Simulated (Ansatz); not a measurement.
## BN (F-43m): G0W0 and the treatment of frequencies and band sums

```
B N
1.0
     0.00000    1.74665    1.74665
     1.74665    0.00000    1.74665
     1.74665    1.74665    0.00000
B N
1 1
Cartesian
  0.0000 0.0000 0.0000
  0.8733 0.8733 0.8733
```

Held fixed (Ansatz):

```
orbitals        : PBE
datasets        : soft PAW set, first generation
k mesh          : 4×4×4
response cutoff : 200 eV
wave cutoff     : 420 eV
```

The gap is read from Γ to k = (0, -0.5, -0.5), linearised, between the Kohn-Sham band edges among the points solved. ε∞ is the electronic dielectric constant on this mesh. Runs with cut sums weigh the q → 0 term analytically. The completed-sum build treats it its own way, which on a coarse mesh shifts the gap as well.

Taking contour deformation, sums cut at 69 empty bands as the reference, which of the others (plasmon pole fitted at 32.17i eV, sums cut at 69 empty bands; contour deformation, 28 empty bands and completed sums (trial build, its own q → 0 term)) gives the gap farthest from it?

Farthest from contour deformation, sums cut at 69 empty bands in the G0W0 gap: contour deformation, 28 empty bands and completed sums (trial build, its own q → 0 term) (+0.40 eV). The nearest differs by 0.054 eV.

| treatment | KS gap (eV) | G0W0 gap (eV) | ε∞ |
| --- | --- | --- | --- |
| contour deformation, sums cut at 69 empty bands | 4.55 | 6.18 | 4.9 |
| plasmon pole fitted at 32.17i eV, sums cut at 69 empty bands | 4.55 | 6.13 | 4.9 |
| contour deformation, 28 empty bands and completed sums (trial build, its own q → 0 term) | 4.55 | 6.58 | 4.9 |

Soft PAW datasets can miss an all-electron G0W0 gap by more than 5 %. The cell is a model at fixed atoms and needn't be the relaxed known crystal. Points k are given in fractions of the reciprocal vectors. The mesh is coarse, so these are values at the stated settings, not converged ones. Band sums or response are cut, so the gap isn't at its basis limit. The gap is read on the mesh, and the crystal's band edges can lie off it. Meshes this coarse can overestimate the dielectric constant by a tenth and more.
